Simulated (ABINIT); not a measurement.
# GaN (F-43m): G0W0 in ABINIT against the k mesh

How does the gap of GaN (F-43m) converge in the k mesh?

Calculated with ABINIT 10.8.3; LDA and many-body steps on it, plane waves.

### Step 1. The structure

It takes space group F-43m (No. 216, cubic). The conventional cell has a = 4.507 Å, b = 4.507 Å, c = 4.507 Å, α = 90.00°, β = 90.00°, γ = 90.00°. Ga has 4 N at 1.95 Å nearest. Nearest to N lie 4 Ga at 1.95 Å. Farther neighbours and most contacts between anions are not listed.

The cell and positions are those that the Materials Project relaxed with its own functionals (PBE, PBE+U or r2SCAN), kept fixed. This is not the form that GaN usually takes at ambient conditions.

### Step 2. Empty states on the mesh, 4×4×4 mesh, 85 bands

This step: ABINIT 10.8.3; DFT, LDA, plane waves, norm-conserving pseudopotentials.

The sums over transitions need many empty states on a uniform mesh; this step solves for them.

run.abi reads:

```
acell 3*1.0 Angstrom
rprim 
  0.000000000000 2.253500607500 2.253500607500
  2.253500607500 0.000000000000 2.253500607500
  2.253500607500 2.253500607500 0.000000000000
ntypat 2
znucl 31 7
natom 2
typat 1 2
xred 
  0.000000000000 0.000000000000 0.000000000000
  0.750000000000 0.750000000000 0.750000000000
pp_dirpath "pseudos"
pseudos "Ga.upf, N.upf"
ecut 36
ngkpt 4 4 4
nshiftk 1
shiftk 0 0 0
kptopt 1
chksymbreak 0
irdden 1
istwfk *1
nband 85
prtvol 0
optdriver 6
gwr_task "HDIAGO"
paral_kgb 0
occopt 1
indata_prefix "in"
outdata_prefix "out"
tmpdata_prefix "tmp"
```

Launch:

```
$ OMP_NUM_THREADS=1 mpirun -n 4 abinit run.abi > log
```

Numbers of over 12 decimals in the logs are rounded to 6 here.

The program printed:

```text
.Version 10.8.3 of ABINIT. v10.8.2 released Aug 2026.

 Symmetries : space group F-4 3 m (#216); Bravais cF (face-center cubic)
[... echo of the input left out ...]
== DATASET  1 ==================================================================
-   mpi_nproc: 4, omp_nthreads: 1 (-1 if OMP is not activated)

--- !DatasetInfo
iteration_state: {dtset: 1, }
dimensions: {natom: 2, nkpt: 8, mband: 85, nsppol: 1, nspinor: 1, nspden: 1, mpw: 1639, }
cutoff_energies: {ecut:  36.0, pawecutdg:  -1.0, }
[...]
Direct band gap semiconductor
 Fundamental gap:     1.770 (eV)
   VBM:     4.956 (eV) at k: [ 0.0000E+00,  0.0000E+00,  0.0000E+00]
   CBM:     6.725 (eV) at k: [ 0.0000E+00,  0.0000E+00,  0.0000E+00]
 Direct gap:         1.770 (eV) at k: [ 0.0000E+00,  0.0000E+00,  0.0000E+00]

== END DATASET(S) ==============================================================
================================================================================

 -outvars: echo values of variables after computation  --------
           etotal      0.0000000000E+00
            nband          85
             nkpt           8
          spgroup         216
 [... the other variables as echoed above ...]

 Calculation completed.
```

Elapsed: 8.9 s, on 4 MPI ranks of Arm Neoverse V2, shared host; peak memory 0.79 GiB; 35 s of CPU time.

Numbers from this step:

* gap: 1.770 eV
* k of the valence top: 0, 0, 0
* k of the conduction bottom: 0, 0, 0
* least direct gap: 1.770 eV
* k points computed: 8
* lowest point of the top converged band, above the valence top: 107.4100 eV

On this mesh the gap is 1.770 eV.

The density comes from a self-consistent run that is not shown.

### Step 3. Empty states on the mesh, 2×2×2 mesh, 30 bands

run.abi: that of step 2 with these lines changed.

```diff
@@ -15,3 +15,3 @@
 ecut 36
-ngkpt 4 4 4
+ngkpt 2 2 2
 nshiftk 1
@@ -20,10 +20,10 @@
 chksymbreak 0
+iscf -2
 irdden 1
 istwfk *1
-nband 85
+nband 30
+nbdbuf 4
+tolwfr 1e-09
+nstep 60
 prtvol 0
-optdriver 6
-gwr_task "HDIAGO"
-paral_kgb 0
-occopt 1
 indata_prefix "in"
```

The program printed:

```text
.Version 10.8.3 of ABINIT. v10.8.2 released Aug 2026.

 Symmetries : space group F-4 3 m (#216); Bravais cF (face-center cubic)
[... echo of the input left out ...]
== DATASET  1 ==================================================================
-   mpi_nproc: 4, omp_nthreads: 1 (-1 if OMP is not activated)
-    --> not optimal distribution: autoparal keyword recommended in input file <--

--- !DatasetInfo
iteration_state: {dtset: 1, }
dimensions: {natom: 2, nkpt: 3, mband: 30, nsppol: 1, nspinor: 1, nspden: 1, mpw: 1639, }
cutoff_energies: {ecut:  36.0, pawecutdg:  -1.0, }
[...]
0.18212    0.24715    0.55535    0.55535    0.55535    0.81792    0.86882    0.86882
   0.86882    0.90756    0.90756    1.01107    1.37734    1.37734    1.37734    1.86336
   1.86336    1.86336    1.89097    1.89097    1.89097    1.93033
 prteigrs : prtvol=0 or 1, do not print more k-points.

== END DATASET(S) ==============================================================
================================================================================

 -outvars: echo values of variables after computation  --------
            nband          30
             nkpt           3
          spgroup         216
 [... the other variables as echoed above ...]

 Calculation completed.
```

Run time: 2.9 s. Hardware: 4 MPI ranks; peak memory 0.07 GiB.

Numbers from this step:

```
gap                                                           : 1.770 eV
k of the valence top                                          : 0, 0, 0
k of the conduction bottom                                    : 0, 0, 0
least direct gap                                              : 1.770 eV
k points computed                                             : 3
lowest point of the top converged band, above the valence top : 35.30 eV
```

On this mesh the gap is 1.770 eV.

### Step 4. Empty states on the mesh, 6×6×6 mesh, 30 bands

run.abi: that of step 3 with these lines changed.

```diff
@@ -15,3 +15,3 @@
 ecut 36
-ngkpt 2 2 2
+ngkpt 6 6 6
 nshiftk 1
```

The program printed:

```text
.Version 10.8.3 of ABINIT. v10.8.2 released Aug 2026.

 Symmetries : space group F-4 3 m (#216); Bravais cF (face-center cubic)
[... echo of the input left out ...]
== DATASET  1 ==================================================================
-   mpi_nproc: 4, omp_nthreads: 1 (-1 if OMP is not activated)

--- !DatasetInfo
iteration_state: {dtset: 1, }
dimensions: {natom: 2, nkpt: 16, mband: 30, nsppol: 1, nspinor: 1, nspden: 1, mpw: 1639, }
cutoff_energies: {ecut:  36.0, pawecutdg:  -1.0, }
[...]
0.18212    0.24715    0.55535    0.55535    0.55535    0.81792    0.86882    0.86882
   0.86882    0.90756    0.90756    1.01107    1.37734    1.37734    1.37734    1.86336
   1.86336    1.86336    1.89097    1.89097    1.89097    1.93033
 prteigrs : prtvol=0 or 1, do not print more k-points.

== END DATASET(S) ==============================================================
================================================================================

 -outvars: echo values of variables after computation  --------
            nband          30
             nkpt          16
          spgroup         216
 [... the other variables as echoed above ...]

 Calculation completed.
```

Wall time 4.8 s (4 MPI ranks); peak memory 0.25 GiB; 19 s of CPU time.

This step gave:

| Item | Value |
| --- | --- |
| gap | 1.770 eV |
| k of the valence top | 0, 0, 0 |
| k of the conduction bottom | 0, 0, 0 |
| least direct gap | 1.770 eV |
| k points computed | 16 |
| lowest point of the top converged band, above the valence top | 35.30 eV |

On this mesh the gap is 1.770 eV.

### Step 5. Screening, 2×2×2 mesh, 26 bands, screening to 130.6 eV

The RPA dielectric matrix is built and inverted for each q.

This step: RPA screening on LDA, plane waves, norm-conserving pseudopotentials.

run.abi: that of step 4 with these lines changed.

```diff
@@ -15,3 +15,3 @@
 ecut 36
-ngkpt 6 6 6
+ngkpt 2 2 2
 nshiftk 1
@@ -20,10 +20,11 @@
 chksymbreak 0
-iscf -2
-irdden 1
 istwfk *1
-nband 30
-nbdbuf 4
-tolwfr 1e-09
-nstep 60
-prtvol 0
+occopt 1
+irdwfk 1
+optdriver 3
+nband 26
+ecuteps 4.8
+inclvkb 2
+awtr 1
+symchi 1
 indata_prefix "in"
```

The program printed:

```text
.Version 10.8.3 of ABINIT. v10.8.2 released Aug 2026.

 Symmetries : space group F-4 3 m (#216); Bravais cF (face-center cubic)
[... echo of the input left out ...]
== DATASET  1 ==================================================================
-   mpi_nproc: 4, omp_nthreads: 1 (-1 if OMP is not activated)

--- !DatasetInfo
iteration_state: {dtset: 1, }
dimensions: {natom: 2, nkpt: 3, mband: 26, nsppol: 1, nspinor: 1, nspden: 1, mpw: 1639, }
cutoff_energies: {ecut:  36.0, pawecutdg:  -1.0, }
electrons: {nelect:   1.80000000E+01, charge:   0.00000000E+00, occopt:   1.00000000E+00, tsmear:   1.00000000E-02, }

 SCREENING: Calculation of the susceptibility and dielectric matrices

 Based on a program developped by R.W. Godby, V. Olevano, G. Onida, and L. Reining.
 Incorporated in ABINIT by V. Olevano, G.-M. Rignanese, and M. Torrent.
.Using double precision arithmetic ; gwpc =  8

[... cell and pseudopotentials left out ...]
--------------------------------------------------------------------------------

 ==== K-mesh for the wavefunctions ====
 Number of points in the irreducible wedge :     3
[... list of points left out ...]
 Together with 24 symmetry operations and time-reversal symmetry
 yields     8 points in the full Brillouin Zone.

 ==== Q-mesh for the screening function ====
 Number of points in the irreducible wedge :     3
[... list of points left out ...]
 Together with 24 symmetry operations and time-reversal symmetry
 yields     8 points in the full Brillouin Zone.

 setmesh: FFT mesh size selected  =    24x   24x   24
          total number of points  =        13824

 vcoul_init : cutoff-mode = AUXILIARY_FUNCTION
 q-points for optical limit:   1
     1)      0.000010    0.000020    0.000030

- screening: taking advantage of time-reversal symmetry
- Maximum band index for partially occupied states nbvw = 9
- Remaining bands to be divided among processors   nbcw = 17
- Number of bands treated by each node ~4

 Number of electrons calculated from density =   18.0000; Expected =   18.0000
 average of density, n =  0.116539
 r_s =    1.2700
 omega_plasma =   32.9300 [eV]

 calculating chi0 at frequencies [eV] :
  1    0.000000E+00    0.000000E+00
  2    0.000000E+00    3.293002E+01

--------------------------------------------------------------------------------
  q-point number  1        q = ( 0.000000, 0.000000, 0.000000) [r.l.u.]
--------------------------------------------------------------------------------
[... chi0 elements left out ...]
 For q-point:  0.000010 0.000020 0.000030
  dielectric constant =  27.4465
  dielectric constant without local fields =  33.4151

  Average fulfillment of the sum rule on Im[epsilon] for q-point    1 :     24.09  [%]
[... wings left out ...]
  q-point number  2        q = ( 0.500000, 0.000000, 0.000000) [r.l.u.]
--------------------------------------------------------------------------------
[... chi0 elements left out ...]
  Average fulfillment of the sum rule on Im[epsilon] for q-point    2 :     37.11  [%]

 [... 1 further q-points ...]
```

It took 2.1 s on 4 MPI ranks; peak memory 0.08 GiB.

Numbers from this step:

* ε∞ with local fields, on this mesh, along the program's q direction: 27.45
* the same without local fields: 33.42
* plasma frequency: 32.93 eV
* plane waves in the screening matrix: 65

Local fields lower ε∞ by 18 %. On a Γ-centred mesh this coarse the value itself is usually too large, while a short band sum pulls it down.

### Step 6. 2×2×2

This step: G0W0 on LDA, plane waves, norm-conserving pseudopotentials.

run.abi: that of step 5 with these lines changed.

```diff
@@ -23,8 +23,15 @@
 irdwfk 1
-optdriver 3
+optdriver 4
 nband 26
+gwcalctyp 0
+ecutsigx 36
+symsigma 1
+nkptgw 1
+kptgw 
+  0.0000000000 0.0000000000 0.0000000000
+bdgw 
+  7 13
 ecuteps 4.8
-inclvkb 2
-awtr 1
-symchi 1
+irdscr 1
+ppmodel 1
 indata_prefix "in"
```

The program printed:

```text
.Version 10.8.3 of ABINIT. v10.8.2 released Aug 2026.

 Symmetries : space group F-4 3 m (#216); Bravais cF (face-center cubic)
[... echo of the input left out ...]
== DATASET  1 ==================================================================
-   mpi_nproc: 4, omp_nthreads: 1 (-1 if OMP is not activated)

--- !DatasetInfo
iteration_state: {dtset: 1, }
dimensions: {natom: 2, nkpt: 3, mband: 26, nsppol: 1, nspinor: 1, nspden: 1, mpw: 1639, }
cutoff_energies: {ecut:  36.0, pawecutdg:  -1.0, }
electrons: {nelect:   1.80000000E+01, charge:   0.00000000E+00, occopt:   1.00000000E+00, tsmear:   1.00000000E-02, }

 SIGMA: Calculation of the GW corrections

 Based on a program developped by R.W. Godby, V. Olevano, G. Onida, and L. Reining.
 Incorporated in ABINIT by V. Olevano, G.-M. Rignanese, and M. Torrent.
.Using double precision arithmetic ; gwpc =  8

[... cell and pseudopotentials left out ...]
--------------------------------------------------------------------------------

 ==== K-mesh for the wavefunctions ====
 Number of points in the irreducible wedge :     3
[... list of points left out ...]
 Together with 24 symmetry operations and time-reversal symmetry
 yields     8 points in the full Brillouin Zone.

 ==== Q-mesh for screening function ====
 Number of points in the irreducible wedge :     3
[... list of points left out ...]
 Together with 24 symmetry operations and time-reversal symmetry
 yields     8 points in the full Brillouin Zone.

 vcoul_init : cutoff-mode = AUXILIARY_FUNCTION
 q-points for optical limit:   1
     1)      0.000010    0.000020    0.000030
 setmesh: FFT mesh size selected  =    36x   36x   36
          total number of points  =        46656

 Number of electrons calculated from density =   18.0000; Expected =   18.0000
 average of density, n =  0.116539
 r_s =    1.2700
 omega_plasma =   32.9300 [eV]

 === KS Band Gaps ===
  >>>> For spin  1
   Minimum direct gap =   1.7696 [eV], located at k-point      :   0.0000  0.0000  0.0000
   Fundamental gap    =   1.7696 [eV], Top of valence bands at :   0.0000  0.0000  0.0000
                                       Bottom of conduction at :   0.0000  0.0000  0.0000
 SIGMA fundamental parameters:
 PLASMON POLE MODEL  1
 number of plane-waves for SigmaX                 1639
 number of plane-waves for SigmaC and W             65
 number of plane-waves for wavefunctions          1639
 number of bands                                    26
 number of independent spin polarizations            1
 number of spinorial components                      1
 number of k-points in IBZ                           3
 number of q-points in IBZ                           3
 number of symmetry operations                      24
 number of k-points in BZ                            8
 number of q-points in BZ                            8
 number of frequencies for dSigma/dE                 9
 frequency step for dSigma/dE [eV]                0.25
 number of omega for Sigma on real axis              0
 max omega for Sigma on real axis  [eV]           0.00
 zcut for avoiding poles [eV]                     0.10

 EPSILON^-1 parameters (SCR file):
 dimension of the eps^-1 matrix on file             65
 dimension of the eps^-1 matrix used                65
 number of plane-waves for wavefunctions          1639
 number of bands                                    26
 number of q-points in IBZ                           3
 number of frequencies                               2
 number of real frequencies                          1
 number of imag frequencies                          1

 matrix elements of self-energy operator (all in [eV])

 Perturbative Calculation

--- !SelfEnergy_ee
iteration_state: {dtset: 1, }
kpoint     : [   0.000,    0.000,    0.000, ]
spin       : 1
KS_gap     :    1.770
QP_gap     :    1.961
Delta_QP_KS:    0.191
data: !SigmaeeData |
     Band     E0 <VxcDFT>   SigX SigC(E0)      Z dSigC/dE  Sig(E)    E-E0       E
        7   4.956 -18.398 -21.631   4.514   0.797  -0.254 -17.376   1.022   5.978
        8   4.956 -18.398 -21.631   4.514   0.797  -0.254 -17.376   1.022   5.978
        9   4.956 -18.398 -21.631   4.514   0.797  -0.254 -17.376   1.022   5.978
       10   6.725 -14.212  -8.611  -4.113   0.815  -0.227 -12.999   1.213   7.938
       11  15.112 -12.613  -6.704  -4.412   0.839  -0.192 -11.357   1.256  16.368
       12  15.112 -12.613  -6.704  -4.412   0.839  -0.192 -11.357   1.256  16.368
       13  15.112 -12.613  -6.704  -4.412   0.839  -0.192 -11.357   1.256  16.368

== END DATASET(S) ==============================================================
================================================================================

 -outvars: echo values of variables after computation  --------
           etotal      0.0000000000E+00
            nband          26
             nkpt           3
          spgroup         216
 [... the other variables as echoed above ...]

 Calculation completed.
```

Run time: 2.1 s. Hardware: 4 MPI ranks; peak memory 0.09 GiB; 7.7 s of CPU time.

This step gave:

```
G0W0 gap on the points computed              : 1.96 eV
starting gap on the mesh                     : 1.770 eV
k of the valence top                         : 0, 0, 0
k of the conduction bottom                   : 0, 0, 0
Z at the valence top                         : 0.797
Z at the conduction bottom                   : 0.815
least direct G0W0 gap on the computed points : 1.96 eV
```

### Step 7. Screening, 4×4×4 mesh, 26 bands, screening to 130.6 eV

This step: RPA screening on LDA, plane waves, norm-conserving pseudopotentials.

run.abi: that of step 6 with these lines changed.

```diff
@@ -15,3 +15,3 @@
 ecut 36
-ngkpt 2 2 2
+ngkpt 4 4 4
 nshiftk 1
@@ -23,15 +23,8 @@
 irdwfk 1
-optdriver 4
+optdriver 3
 nband 26
-gwcalctyp 0
-ecutsigx 36
-symsigma 1
-nkptgw 1
-kptgw 
-  0.0000000000 0.0000000000 0.0000000000
-bdgw 
-  7 13
 ecuteps 4.8
-irdscr 1
-ppmodel 1
+inclvkb 2
+awtr 1
+symchi 1
 indata_prefix "in"
```

The program printed:

```text
.Version 10.8.3 of ABINIT. v10.8.2 released Aug 2026.

 Symmetries : space group F-4 3 m (#216); Bravais cF (face-center cubic)
[... echo of the input left out ...]
== DATASET  1 ==================================================================
-   mpi_nproc: 4, omp_nthreads: 1 (-1 if OMP is not activated)

--- !DatasetInfo
iteration_state: {dtset: 1, }
dimensions: {natom: 2, nkpt: 8, mband: 26, nsppol: 1, nspinor: 1, nspden: 1, mpw: 1639, }
cutoff_energies: {ecut:  36.0, pawecutdg:  -1.0, }
electrons: {nelect:   1.80000000E+01, charge:   0.00000000E+00, occopt:   1.00000000E+00, tsmear:   1.00000000E-02, }

 SCREENING: Calculation of the susceptibility and dielectric matrices

 Based on a program developped by R.W. Godby, V. Olevano, G. Onida, and L. Reining.
 Incorporated in ABINIT by V. Olevano, G.-M. Rignanese, and M. Torrent.
.Using double precision arithmetic ; gwpc =  8

[... cell and pseudopotentials left out ...]
--------------------------------------------------------------------------------

 ==== K-mesh for the wavefunctions ====
 Number of points in the irreducible wedge :     8
[... list of points left out ...]
 Together with 24 symmetry operations and time-reversal symmetry
 yields    64 points in the full Brillouin Zone.

 ==== Q-mesh for the screening function ====
 Number of points in the irreducible wedge :     8
[... list of points left out ...]
 Together with 24 symmetry operations and time-reversal symmetry
 yields    64 points in the full Brillouin Zone.

 setmesh: FFT mesh size selected  =    24x   24x   24
          total number of points  =        13824

 vcoul_init : cutoff-mode = AUXILIARY_FUNCTION
 q-points for optical limit:   1
     1)      0.000010    0.000020    0.000030

- screening: taking advantage of time-reversal symmetry
- Maximum band index for partially occupied states nbvw = 9
- Remaining bands to be divided among processors   nbcw = 17
- Number of bands treated by each node ~4

 Number of electrons calculated from density =   18.0000; Expected =   18.0000
 average of density, n =  0.116539
 r_s =    1.2700
 omega_plasma =   32.9300 [eV]

 calculating chi0 at frequencies [eV] :
  1    0.000000E+00    0.000000E+00
  2    0.000000E+00    3.293002E+01

--------------------------------------------------------------------------------
  q-point number  1        q = ( 0.000000, 0.000000, 0.000000) [r.l.u.]
--------------------------------------------------------------------------------
[... chi0 elements left out ...]
 For q-point:  0.000010 0.000020 0.000030
  dielectric constant =   8.9619
  dielectric constant without local fields =   9.5231

  Average fulfillment of the sum rule on Im[epsilon] for q-point    1 :     25.22  [%]
[... wings left out ...]
  q-point number  2        q = ( 0.250000, 0.000000, 0.000000) [r.l.u.]
--------------------------------------------------------------------------------
[... chi0 elements left out ...]
  Average fulfillment of the sum rule on Im[epsilon] for q-point    2 :     44.92  [%]

 [... 6 further q-points ...]
```

Elapsed: 3.6 s, on 4 MPI ranks; peak memory 0.37 GiB; 14 s of CPU time.

This step gave:

| Quantity | Value |
| --- | --- |
| ε∞ with local fields, on this mesh, along the program's q direction | 8.962 |
| the same without local fields | 9.523 |
| plasma frequency | 32.93 eV |
| plane waves in the screening matrix | 65 |

[end of part 1 of 2]

[Paths, hosts, dates, memory and timing lines, banners, echoed tables and standing remarks are left out of the program output.]

[Logs are printed without paths, hosts, clocks, repeated set-up lines and the standing remarks that a program may print on its own settings, such as how far it seeks lower states.]

[Runs of the session that timed out or met a known fault of the program may be left out.]

[Hosts, paths, dates, database ids (printed as entryN), source tags and the programs' standing remarks are cut or masked in the printed files.]

[G0W0 gaps are taken among the corrected bands and points alone; a level outside them can change the order at an edge.]

[Where Ansatz stands beside ABINIT at settings called matched, ABINIT's density can come from a denser mesh and the files from another edition; pairs whose starting gaps differed by over 0.03 eV were left out, so agreement reads better than it is.]
